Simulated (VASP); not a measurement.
# Pd (Fm-3m) in VASP: a series of runs

The runs below take Pd through relaxation of cell and atoms, with LDA, PBEsol.

Program: VASP 6.6.1. These are calculated values, not measurements. Logs are shortened: lines on timing, memory, paths and dates and some standing lists are left out, and cuts for length are marked.

## (1) The crystal as given

Symmetry: Fm-3m, No. 225, cubic system. The conventional cell has a = 3.893 Å, b = 3.893 Å, c = 3.893 Å, α = 90.00°, β = 90.00°, γ = 90.00°. Pd (site symmetry m-3m) has 12 Pd at 2.75 Å as nearest neighbours.

## (2) Relaxation of cell and atoms, LDA

Input file INCAR:

```
SYSTEM = Pd
  ALGO = Normal
  EDIFF = 1E-6
  EDIFFG = -0.01
  ENCUT = 600
  IBRION = 2
  ISIF = 3
  ISMEAR = 1
  LASPH = .TRUE.
  LCHARG = .FALSE.
  LREAL = .FALSE.
  LWAVE = .FALSE.
  NELM = 80
  NSW = 90
  PREC = Accurate
  SIGMA = 0.1
```

Input file KPOINTS:

```
k-points
0
G
  16 16 16
  0 0 0
```

Input file POSCAR:

```
Pd
1.0
    0.0000000000      1.9465000000      1.9465000000
    1.9465000000      0.0000000000      1.9465000000
    1.9465000000      1.9465000000      0.0000000000
Pd
1
Direct
    0.0000000000      0.0000000000      0.0000000000
```

Potentials or basis: VASP PAW LDA potentials, release 64 (Pd).

Launch:

```bash
$ cat potpaw_LDA.64/Pd/POTCAR > POTCAR
$ mpirun -np 1 vasp_std > vasp.out
```

OUTCAR:

```text
SYSTEM = Pd
   EDIFF = 1E-6
   EDIFFG = -0.01
   ENCUT = 600
   IBRION = 2
   ISIF = 3
   ISMEAR = 1
   LASPH = .TRUE.
   LREAL = .FALSE.
   NELM = 80
   NSW = 90
   PREC = Accurate

 ion  position               nearest neighbor table
   1  0.000  0.000  0.000-

  LATTYP: Found a face centered cubic cell.
 ALAT       =     3.8930000000

  Lattice vectors:

 A1 = (   0.0000000000,   1.9465000000,   1.9465000000)
 A2 = (   1.9465000000,   0.0000000000,   1.9465000000)
 A3 = (   1.9465000000,   1.9465000000,   0.0000000000)

Analysis of symmetry for initial positions (statically):
=====================================================================
 Subroutine PRICEL returns:
 Original cell was already a primitive cell.

 Routine SETGRP: Setting up the symmetry group for a
 face centered cubic supercell.

 Subroutine GETGRP returns: Found 48 space group operations
 (whereof 48 operations were pure point group operations)
 out of a pool of 48 trial point group operations.

The static configuration has the point symmetry O_h .

Analysis of symmetry for dynamics (positions and initial velocities):
=====================================================================
 Subroutine PRICEL returns:
 Original cell was already a primitive cell.

 Routine SETGRP: Setting up the symmetry group for a
 face centered cubic supercell.

 Subroutine GETGRP returns: Found 48 space group operations
 (whereof 48 operations were pure point group operations)
 out of a pool of 48 trial point group operations.

The dynamic configuration has the point symmetry O_h .

 Subroutine INISYM returns: Found 48 space group operations
 (whereof 48 operations are pure point group operations),
 and found     1 'primitive' translations

----------------------------------------------------------------------------------------

                                     Primitive cell

  volume of cell :      14.7500

  direct lattice vectors                    reciprocal lattice vectors
     0.000000000  1.946500000  1.946500000    -0.256871307  0.256871307  0.256871307
     1.946500000  0.000000000  1.946500000     0.256871307 -0.256871307  0.256871307
     1.946500000  1.946500000  0.000000000     0.256871307  0.256871307 -0.256871307

  length of vectors
     2.752766699  2.752766699  2.752766699     0.444914156  0.444914156  0.444914156

  position of ions in fractional coordinates (direct lattice)
     0.000000000  0.000000000  0.000000000

  ion indices of the primitive-cell ions
   primitive index   ion index
                 1           1

----------------------------------------------------------------------------------------

 KPOINTS: k-points

Automatic generation of k-mesh.
 Grid dimensions read from file:
 generate k-points for:   16   16   16

 Generating k-lattice:

  Cartesian coordinates                     Fractional coordinates (reciprocal lattice)
    -0.016054457  0.016054457  0.016054457     0.062500000  0.000000000  0.000000000
     0.016054457 -0.016054457  0.016054457     0.000000000  0.062500000  0.000000000
     0.016054457  0.016054457 -0.016054457     0.000000000  0.000000000  0.062500000

  Length of vectors
     0.027807135  0.027807135  0.027807135

  Shift w.r.t. Gamma in fractional coordinates (k-lattice)
     0.000000000  0.000000000  0.000000000

 Subroutine IBZKPT returns following result:
 ===========================================

 Found    145 irreducible k-points:

 Following reciprocal coordinates:
            Coordinates               Weight
  0.000000  0.000000  0.000000      1.000000
  0.062500  0.000000  0.000000      8.000000
  0.125000  0.000000  0.000000      8.000000
  0.187500  0.000000  0.000000      8.000000
  0.250000  0.000000  0.000000      8.000000
  0.312500  0.000000  0.000000      8.000000
[... 16 lines left out ...]
 -0.125000  0.062500  0.000000     24.000000
 -0.062500  0.062500  0.000000     12.000000
 [... further k-points ...]
   k-points           NKPTS =    145   k-points in BZ     NKDIM =    145   number of bands    NBANDS=      9
   number of dos      NEDOS =    301   number of ions     NIONS =      1
   total plane-waves  NPLWV =  13824
   dimension x,y,z NGX =    24 NGY =   24 NGZ =   24
   dimension x,y,z NGXF=    48 NGYF=   48 NGZF=   48
   ions per type =               1
   NGX,Y,Z   is equivalent  to a cutoff of  14.49, 14.49, 14.49 a.u.
   NGXF,Y,Z  is equivalent  to a cutoff of  28.99, 28.99, 28.99 a.u.
 SYSTEM =  Pd
   PREC   = accura    normal or accurate (medium, high low for compatibility)
   ISTART =      0    job   : 0-new  1-cont  2-samecut
   ICHARG =      2    charge: 1-file 2-atom 10-const
   ISPIN  =      1    spin polarized calculation?
   LNONCOLLINEAR =      F non collinear calculations
   LSORBIT =      F    spin-orbit coupling
   LASPH  =      T    aspherical Exc in radial PAW
   ENCUT  =  600.0 eV  44.10 Ry    6.64 a.u.   5.50  5.50  5.50*2*pi/ulx,y,z
   NELM   =     80;   NELMIN=  2; NELMDL= -5     # of ELM steps
   EDIFF  = 0.1E-05   stopping-criterion for ELM
   LREAL  =      F    real-space projection
   EDIFFG = -.1E-01   stopping-criterion for IOM
   NSW    =     90    number of steps for IOM
   IBRION =      2    ionic relax: 0-MD 1-quasi-New 2-CG
   NFREE  =      1    steps in history (QN), initial steepest desc. (CG)
   ISIF   =      3    stress and relaxation
   ISYM   =      2    0-nonsym 1-usesym 2-fastsym
   POTIM  = 0.5000    time-step for ionic-motion
   TEBEG  =    0.0;   TEEND  =   0.0 temperature during run
   PSTRESS=    0.0 pullay stress
   NELECT =      10.0000    total number of electrons
   NUPDOWN=      -1.0000    fix difference up-down
   EMIN   =  10.00;   EMAX   =-10.00  energy-range for DOS
   EFERMI =   0.00;   METHOD = LEGACY
   ISMEAR =     1;   SIGMA  =   0.10  broadening in eV -4-tet -1-fermi 0-gaus
   EFERMI_NEDOS =   21; number of points for ismear=-14 and -15
   IALGO  =     38    algorithm
   IMIX   =      4    mixing-type and parameters
     AMIX     =   0.40;   BMIX     =  1.00
     AMIX_MAG =   1.60;   BMIX_MAG =  1.00
  volume/ion in A,a.u.               =      14.75        99.54
  Fermi-wavevector in a.u.,A,eV,Ry     =   1.438171  2.717748 28.141404  2.068335
  Thomas-Fermi vector in A             =   2.557167
   LORBIT       =      0    0 simple, 1 ext, 2 COOP (PROOUT), +10 PAW based schemes
   GGA     = CA    functional components
   LHFCALC =     F    Hartree Fock is set to
   AEXX    =    0.0000 exact exchange contribution
   IVDW    =     0    specifies the selected vdW correction
   LEPSILON=     F    determine dielectric tensor
   LRPA    =     F    only Hartree local field effects (RPA)
 conjugate gradient relaxation of ions
 non-spin polarized calculation
 Methfessel and Paxton  Order N= 1 SIGMA  =   0.10
  energy-cutoff  :      600.00
  volume of cell :       14.75
 maximum number of plane-waves:       531
 NGX is ok and might be reduce to    24
   NGX = 11   NGY = 11   NGZ = 11

--------------------------------------- Ionic step        1  -------------------------------------------

 number of electron      10.0000000 magnetization

 number of electron       9.9999999 magnetization

 Free energy of the ion-electron system (eV)
  ---------------------------------------------------
  ext. energy  EPLUGINS =         0.00000000
  ---------------------------------------------------
  free energy    TOTEN  =        -6.47815836 eV

  energy without entropy =       -6.47817064  energy(sigma->0) =       -6.47816246

 E-fermi :   9.6112     XC(G=0): -13.5157

 val. band max:        9.6095949279   @ k =   0.5000   0.1250   0.0000
 cond. band min:       9.6160493571   @ k =   0.5000   0.3750   0.0625
 fundamental gap:      0.0064544292
 Fermi energy:         9.6112295005

 k-point     1 :       0.0000    0.0000    0.0000
  band No.  band energies     occupation
      1       2.3541      2.00000
      2       6.7291      2.00000
      3       6.7291      2.00000
      4       6.7291      2.00000
      5       8.3761      2.00000
      6       8.3761      2.00000
      7      26.7238      0.00000
      8      31.4412      0.00000
      9      31.4412      0.00000

 k-point     2 :       0.0625    0.0000    0.0000
  band No.  band energies     occupation
      1       2.4962      2.00000
      2       6.6782      2.00000
      3       6.7788      2.00000
      4       6.7788      2.00000
      5       8.3521      2.00000
      6       8.3521      2.00000
      7      26.8768      0.00000
      8      30.5294      0.00000
      9      31.6063      0.00000

 k-point     3 :       0.1250    0.0000    0.0000
  band No.  band energies     occupation
      1       2.9023      2.00000
      2       6.5584      2.00000
      3       6.9032      2.00000
      4       6.9032      2.00000
      5       8.3081      2.00000
      6       8.3081      2.00000
      7      27.1670      0.00000
      8      28.7864      0.00000
      9      32.0671      0.00000
[... 335 lines left out ...]
 VOLUME and BASIS-vectors are now :
 -----------------------------------------------------------------------------
  energy-cutoff  :      600.00
  volume of cell :       14.18
      direct lattice vectors                 reciprocal lattice vectors
     0.000000000  1.921151233  1.921151233    -0.260260614  0.260260614  0.260260614
     1.921151233  0.000000000  1.921151233     0.260260614 -0.260260614  0.260260614
     1.921151233  1.921151233  0.000000000     0.260260614  0.260260614 -0.260260614

 POSITION                                       TOTAL-FORCE (eV/Angst)
 -----------------------------------------------------------------------------------
      0.00000      0.00000      0.00000        -0.000000      0.000000     -0.000000
 -----------------------------------------------------------------------------------
    total drift:                               -0.000000      0.000000      0.000000

  FREE ENERGIE OF THE ION-ELECTRON SYSTEM (eV)
  ---------------------------------------------------
  free  energy   TOTEN  =        -6.4936990347 eV

  energy  without entropy=       -6.4938366444  energy(sigma->0) =       -6.49374490

--------------------------------------- Ionic step        4  -------------------------------------------

 number of electron      10.0000002 magnetization

 Free energy of the ion-electron system (eV)
  ---------------------------------------------------
  ext. energy  EPLUGINS =         0.00000000
  ---------------------------------------------------
  free energy    TOTEN  =        -6.49370657 eV

  energy without entropy =       -6.49384661  energy(sigma->0) =       -6.49375325

 E-fermi :  10.3223     XC(G=0): -13.7620

 val. band max:       10.3217441103   @ k =   0.5000   0.1250   0.0000
 cond. band min:      10.3278084102   @ k =   0.5000   0.3750   0.0625
 fundamental gap:      0.0060642999
 Fermi energy:        10.3222627876

 k-point     1 :       0.0000    0.0000    0.0000
  band No.  band energies     occupation
      1       2.7406      2.00000
      2       7.2448      2.00000
      3       7.2448      2.00000
      4       7.2448      2.00000
      5       9.0022      2.00000
      6       9.0022      2.00000
      7      27.4327      0.00000
      8      32.3831      0.00000
      9      32.3831      0.00000

 k-point     2 :       0.0625    0.0000    0.0000
  band No.  band energies     occupation
      1       2.8879      2.00000
      2       7.1899      2.00000
      3       7.2976      2.00000
      4       7.2976      2.00000
      5       8.9760      2.00000
      6       8.9760      2.00000
      7      27.6038      0.00000
      8      31.4700      0.00000
      9      32.5650      0.00000

 k-point     3 :       0.1250    0.0000    0.0000
  band No.  band energies     occupation
      1       3.3078      2.00000
      2       7.0610      2.00000
      3       7.4297      2.00000
      4       7.4297      2.00000
      5       8.9278      2.00000
      6       8.9278      2.00000
      7      27.9706      0.00000
      8      29.7004      0.00000
      9      33.0771      0.00000
[... 265 lines left out ...]
 VOLUME and BASIS-vectors are now :
 -----------------------------------------------------------------------------
  energy-cutoff  :      600.00
  volume of cell :       14.17
      direct lattice vectors                 reciprocal lattice vectors
     0.000000000  1.920644257  1.920644257    -0.260329313  0.260329313  0.260329313
     1.920644257  0.000000000  1.920644257     0.260329313 -0.260329313  0.260329313
     1.920644257  1.920644257  0.000000000     0.260329313  0.260329313 -0.260329313

 POSITION                                       TOTAL-FORCE (eV/Angst)
 -----------------------------------------------------------------------------------
      1.92064      3.84129      1.92064         0.000000      0.000000      0.000000
 -----------------------------------------------------------------------------------
    total drift:                               -0.000000     -0.000000      0.000000

  FREE ENERGIE OF THE ION-ELECTRON SYSTEM (eV)
  ---------------------------------------------------
  free  energy   TOTEN  =        -6.4937065725 eV

  energy  without entropy=       -6.4938466138  energy(sigma->0) =       -6.49375325

 reached required accuracy - stopping structural energy minimisation
```

It took 22 s on 1 thread of Intel Xeon Platinum 8488C (Sapphire Rapids), shared host; peak memory 0.15 GiB.

Results:

```yaml
Free_energy: -6.4937 eV
Relaxed_volume: 14.17 Å³/atom
Relaxed_cell: a = 2.716 Å, b = 2.716 Å, c = 2.716 Å, α = 60.00°, β = 60.00°, γ = 60.00°
Space_group_after_relaxing_to_0.05_Å: Fm-3m (No. 225)
Energy_gained_by_relaxing: 15.5 meV/atom
Ionic_steps: 4
Pressure_after_relaxing: 0.0 GPa
Band_gap_on_the_k_mesh: none (metal or under the smearing width)
```

The path:
```tsv
step	energy change (eV)	largest force (eV/Å)	pressure (GPa)	volume (Å³)
1	0.0000	0.0000	-8.21	14.75
2	0.0399	0.0000	19.64	13.19
3	-0.0155	0.0000	-0.20	14.18
4	-0.0155	0.0000	-0.01	14.17
```

Final structure:
```cif
data_structure
_symmetry_space_group_name_H-M 'P 1'
_symmetry_Int_Tables_number 1
_cell_length_a 2.7162
_cell_length_b 2.7162
_cell_length_c 2.7162
_cell_angle_alpha 60.000
_cell_angle_beta 60.000
_cell_angle_gamma 60.000
_cell_volume 14.17
loop_
_atom_site_label
_atom_site_type_symbol
_atom_site_fract_x
_atom_site_fract_y
_atom_site_fract_z
_atom_site_occupancy
Pd1 Pd 0.00000 0.00000 0.00000 1
```

## (3) Relaxation of cell and atoms, LDA

This run uses another cell than the first one, of 14.17 Å³/atom, 0.961 times its volume.

INCAR: that of step 2 with these lines changed.

```diff
@@ -2,4 +2,4 @@
   ALGO = Normal
-  EDIFF = 1E-6
-  EDIFFG = -0.01
+  EDIFF = 1E-7
+  EDIFFG = -0.005
   ENCUT = 600
```

KPOINTS is that of step 2.

Input file POSCAR:

```
Pd                                      
1.0
    0.0000000000      1.9206442572      1.9206442572
    1.9206442572      0.0000000000      1.9206442572
    1.9206442572      1.9206442572      0.0000000000
  Pd            
     1
Direct
     1.0000000000000000    0.0000000000000000    1.0000000000000000
```

Potentials or basis: VASP PAW LDA potentials, release 64 (Pd).

Launch:

```bash
$ cat potpaw_LDA.64/Pd/POTCAR > POTCAR
$ mpirun -np 1 vasp_std > vasp.out
```

It took 8.5 s on 1 thread of Intel Xeon Platinum 8488C (Sapphire Rapids), shared host; peak memory 0.14 GiB.

Results (log left out):

* Free energy: -6.4933 eV
* Pressure after relaxing: 0.0 GPa
* Band gap on the k mesh: none (metal or under the smearing width)

Final structure:
```cif
data_structure
_symmetry_space_group_name_H-M 'P 1'
_symmetry_Int_Tables_number 1
_cell_length_a 2.7162
_cell_length_b 2.7162
_cell_length_c 2.7162
_cell_angle_alpha 60.000
_cell_angle_beta 60.000
_cell_angle_gamma 60.000
_cell_volume 14.17
loop_
_atom_site_label
_atom_site_type_symbol
_atom_site_fract_x
_atom_site_fract_y
_atom_site_fract_z
_atom_site_occupancy
Pd1 Pd 0.00000 0.00000 0.00000 1
```

Levels at points of the mesh, in eV from the Fermi level:
```tsv
k point	band 1	band 2	band 3	band 4	band 5	band 6	band 7	band 8	band 9
(0.00, 0.00, 0.00)	-7.58	-3.08	-3.08	-3.08	-1.32	-1.32	17.11	22.06	22.06
(0.50, 0.00, 0.00)	-5.70	-3.12	-3.12	-0.03	-0.03	0.83	7.56	16.49	21.28
(0.50, 0.50, 0.00)	-5.80	-5.51	-0.05	0.31	0.31	3.22	11.12	13.26	13.26
```

Caveat: the relaxation stopped at its first step, so nothing moved.

## (4) Relaxation of cell and atoms, PBEsol

Input file INCAR:

```
ALGO = Normal ; EDIFF = 1E-6
EDIFFG = -0.01 ; ENCUT = 600
GGA = PS ; IBRION = 2
ISIF = 3 ; ISMEAR = 1
LASPH = T ; LCHARG = F
LREAL = F ; LWAVE = F
NELM = 80 ; NSW = 90
PREC = Accurate ; SIGMA = 0.1
```

Input file KPOINTS:

```
k-points
0
Gamma
  16 16 16
```

Input file POSCAR:

```
Pd
1.0
    0.0000000000      1.9465000000      1.9465000000
    1.9465000000      0.0000000000      1.9465000000
    1.9465000000      1.9465000000      0.0000000000
Pd
1
Direct
    0.0000000000      0.0000000000      0.0000000000
```

Potentials or basis: VASP PAW PBE potentials, release 64 (Pd).

Launch:

```bash
$ cat potpaw_PBE.64/Pd/POTCAR > POTCAR
$ mpirun -np 1 vasp_std > vasp.out
```

Wall time 24 s (1 thread of Intel Xeon Platinum 8488C (Sapphire Rapids), shared host); peak memory 0.16 GiB.

It converged, with:

| Quantity | Value |
| --- | --- |
| Free energy | -5.9601 eV |
| Relaxed volume | 14.53 Å³/atom |
| Relaxed cell | a = 2.739 Å, b = 2.739 Å, c = 2.739 Å, α = 60.00°, β = 60.00°, γ = 60.00° |
| Space group after relaxing (to 0.05 Å) | Fm-3m (No. 225) |
| Energy gained by relaxing | 2.1 meV/atom |
| Ionic steps | 3 |
| Pressure after relaxing | 0.0 GPa |
| Band gap on the k mesh | none (metal or under the smearing width) |

Step by step:
```csv
step,energy change (eV),largest force (eV/Å),pressure (GPa),volume (Å³)
1,0.0000,0.0000,-2.99,14.75
2,0.0039,0.0000,5.51,14.17
3,-0.0021,0.0000,-0.01,14.53
```

Final structure:
```
Pd
1.0
     0.00000    1.93675    1.93675
     1.93675    0.00000    1.93675
     1.93675    1.93675    0.00000
Pd
1
Direct
  0.00000 0.00000 0.00000
```

Levels at points of the mesh, in eV from the Fermi level:
| k point | band 1 | band 2 | band 3 | band 4 | band 5 | band 6 | band 7 | band 8 | band 9 |
| --- | --- | --- | --- | --- | --- | --- | --- | --- | --- |
| (0.00, 0.00, 0.00) | -7.38 | -2.94 | -2.94 | -2.94 | -1.26 | -1.26 | 17.11 | 21.97 | 21.97 |
| (0.50, 0.00, 0.00) | -5.48 | -2.98 | -2.98 | -0.03 | -0.03 | 0.86 | 7.37 | 16.47 | 21.14 |
| (0.50, 0.50, 0.00) | -5.57 | -5.27 | -0.05 | 0.29 | 0.29 | 3.23 | 10.85 | 13.17 | 13.17 |

Caveat: the PAW data sets were made with another functional, which shifts forces and pressure a little.

## (5) Relaxation of cell and atoms, PBEsol

This run uses another cell than the first one, of 14.53 Å³/atom, 0.985 times its volume.

Input file INCAR:

```
ALGO = Normal ; EDIFF = 1E-7
EDIFFG = -0.005 ; ENCUT = 600
GGA = PS ; IBRION = 2
ISIF = 3 ; ISMEAR = 1
LASPH = T ; LCHARG = F
LREAL = F ; LWAVE = F
NELM = 80 ; NSW = 90
PREC = Accurate ; SIGMA = 0.1
```

KPOINTS is that of step 4.

Input file POSCAR:

```
Pd                                      
1.0
    0.0000000000      1.9367489731      1.9367489731
    1.9367489731      0.0000000000      1.9367489731
    1.9367489731      1.9367489731      0.0000000000
  Pd            
     1
Direct
     0.0000000000000000    0.0000000000000000    0.0000000000000000
```

Launch:

```bash
$ cat potpaw_PBE.64/Pd/POTCAR > POTCAR
$ mpirun -np 1 vasp_std > vasp.out
```

It took 11 s on 1 thread of Intel Xeon Platinum 8488C (Sapphire Rapids), shared host; peak memory 0.15 GiB.

Results (log left out):

| Quantity | Value |
| --- | --- |
| Free energy | -5.9600 eV |
| Pressure after relaxing | 0.0 GPa |
| Band gap on the k mesh | none (metal or under the smearing width) |

Final structure:
```xyz
1
Lattice="0.0000 1.9367 1.9367 1.9367 0.0000 1.9367 1.9367 1.9367 0.0000" Properties=species:S:1:pos:R:3 pbc="T T T"
Pd    0.0000    0.0000    0.0000
```

Levels at points of the mesh, in eV from the Fermi level:
```
           k point  band 3  band 4  band 5  band 6  band 7  band 8
(0.00, 0.00, 0.00)   -2.94   -2.94   -1.26   -1.26   17.11   21.97
(0.50, 0.00, 0.00)   -2.98   -0.03   -0.03    0.86    7.37   16.47
(0.50, 0.50, 0.00)   -0.05    0.29    0.29    3.23   10.85   13.17
```

Caveat: the relaxation stopped at its first step, so nothing moved; the PAW data sets were made with another functional, which shifts forces and pressure a little.
